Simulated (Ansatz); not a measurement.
# Zn2CdO3: the cost of one run

Method: DFT PBE, scalar-relativistic, plane waves, PAW, in Ansatz 0.2.0.

1 further run of the same task is left out (it didn't finish).

**1. The starting structure**

It takes space group P3m1 (No. 156, trigonal). Conventional cell: a = 3.361 Å, b = 3.361 Å, c = 8.232 Å, α = 90.00°, β = 90.00°, γ = 120.00°. Zn (site symmetry 3m) is surrounded by 4 O at 2.06 Å. Cd (site symmetry 3m) has 4 O at 2.06 Å as nearest neighbours. O (site symmetry 3m) is surrounded by 3 Zn at 2.06 Å and 1 Cd at 2.06 Å. Around O (site symmetry 3m) lie 4 Zn at 2.06 Å. O (site symmetry 3m) is surrounded by 3 Cd at 2.06 Å and 1 Zn at 2.06 Å.

Structure file:

```xyz
6
Lattice="3.3605 0.0000 0.0000 -1.6803 2.9103 0.0000 0.0000 0.0000 8.2315" Properties=species:S:1:pos:R:3 pbc="T T T"
Zn    1.6803    0.9701    2.7438
Zn    0.0000    1.9402    5.4877
Cd    0.0000    0.0000    0.0000
O     0.0000    0.0000    2.0579
O     1.6803    0.9701    4.8017
O     0.0000    1.9402    7.5456
```

The start is an ordering of an alloy on its end members' structure types: elements ordered on the sites of the ZnO type, Zn/Cd on Zn (P3m1, No. 156).

**2. Probe: one point on a coarse mesh**

input.yaml

```yaml
crystal:
  lattice:
    - [3.36050934, 0.0, 0.0]
    - [-1.68025467, 2.91028646, 0.0]
    - [0.0, 0.0, 8.23153317]
  atoms:
    - { symbol: Zn, position: [0.66666667, 0.33333333, 0.33333333] }
    - { symbol: Zn, position: [0.33333333, 0.66666667, 0.66666667] }
    - { symbol: Cd, position: [0.0, 0.0, 0.0] }
    - { symbol: O, position: [0.0, 0.0, 0.25] }
    - { symbol: O, position: [0.66666667, 0.33333333, 0.58333333] }
    - { symbol: O, position: [0.33333333, 0.66666667, 0.91666667] }
basis:
  ecutwfc: 420
kpoints:
  mp_grid: { grid: [6, 6, 2] }
hamiltonian:
  xc: pbe
scf:
  occupations: { method: gaussian, width: 0.1 }
  lower_state_search: "off"
output:
  forces: true
  stress: true
  eigenvalues: true
```

Run with:

```console
ansatz run input.yaml --threads 1 --pin off --max-ram 2560MiB --backend cpu --events-out ev --progress --plain --runs-dir out
```

Q: Estimate wall time and peak memory on 1 thread of AMD EPYC (Zen 3), shared host.

About 6.7 s, with a peak of 0.34 GiB.
